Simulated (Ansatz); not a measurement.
# Equation of state of BeS

```
Be S
1.0
     0.00000    2.31446    2.31446
     2.31446    0.00000    2.31446
     2.31446    2.31446    0.00000
Be S
1 1
Direct
  0.00000 0.00000 0.00000
  0.50000 0.50000 0.50000
```

The conventional cell has a = 4.629 Å, b = 4.629 Å, c = 4.629 Å, α = 90.00°, β = 90.00°, γ = 90.00°. Be (atom 1) is surrounded by 6 S at 2.31 Å. Around S (atom 2) lie 6 Be at 2.31 Å.

The structure comes from a relaxation in the same program, started in the rocksalt type, and has space group Fm-3m. Whether it is a known phase or the ground state wasn't checked.

Levels of theory: DFT, PBE, all-electron LAPW, scalar-relativistic (Ansatz 0.2.0); DFT, PBE, PAW with Ansatz's default frozen-core files, scalar-relativistic (Ansatz 0.2.0).

For LAPW: a Γ-centred 13×13×13 k mesh, Fermi–Dirac smearing of 0.08 eV, basis error target 1 meV/atom, no spin polarisation. PAW takes a cutoff of 420 eV at this cell. The Ansatz runs share mesh, smearing and spin set-up. Plane-wave (PAW) pressures include the program's estimate of the Pulay term.

The cell above is scaled evenly, with fractional coordinates and shape held.

| V/V(cell) | V (Å³/atom) | P, LAPW (GPa) | P, PAW (GPa) | gap on the k mesh, LAPW (eV) |
| --- | --- | --- | --- | --- |
| 0.9500 | 11.778 | 6.12 | 6.12 | 1.03 |
| 0.9750 | 12.088 | 2.90 | 2.89 | 1.02 |
| 1.0000 | 12.398 | 0.04 | 0.03 | 1.01 |
| 1.0250 | 12.708 | -2.49 | -2.51 | 1.00 |
| 1.0500 | 13.018 | -4.74 | -4.76 | 0.99 |

Question: What do Birch–Murnaghan fits to the pressures give?

Answer: LAPW: V0 = 12.40 Å³/atom, B0 = 107 GPa, B0′ = 3.8; PAW: V0 = 12.40 Å³/atom, B0 = 108 GPa, B0′ = 3.8.

PAW's V0 lies -0.01 % from the all-electron value and its B0 0.1 %. Symmetry fixes shape and coordinates here, so this is the relaxed modulus.
